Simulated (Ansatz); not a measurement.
**In in Ansatz: convergence with ecutfock ratio**

In:

```
CELL_PARAMETERS angstrom
1.66964 0.96397 8.20746
-1.66964 0.96397 8.20746
0.00000 -1.92793 8.20746
ATOMIC_POSITIONS crystal
In 0.22199 0.22199 0.22199
In 0.77801 0.77801 0.77801
In 0.00000 0.00000 0.00000
```

This isn't the form of In at room conditions, which is tetragonal.

* Program: Ansatz 0.2.0
* Task: convergence study
* Functional: HSE06
* Potentials or basis: Ansatz PAW
* Cutoff: 420 eV
* Density cutoff: 1680 eV
* k mesh: 5 × 5 × 5
* Occupations: fermi-dirac, width 0.05 eV
* Spin: no spin polarisation

These are the settings of the first run; the series varies ecutfock ratio, with any setting tied to it.

Hardware: 2 threads of Arm Neoverse V2, with other jobs on the host.

```tsv
ecutfock ratio	energy less the tightest run, at zero smearing (meV/atom)	SCF cycles	CPU time (s)	peak memory (GiB)
1	27.07	19	75	1.3
2	0.01	19	85	1.5
3	0.00	19	86	1.5
4	0.00	19	89	1.6
```

Against the tightest run, the energy stays within 1 meV/atom from 2 on. The tightest run that finished is the yardstick and may itself not be fully converged.

Caveat, for the tightest run too: the k mesh is coarse (spacing up to 0.44 Å⁻¹), so the values aren't converged, least of all with exact exchange.
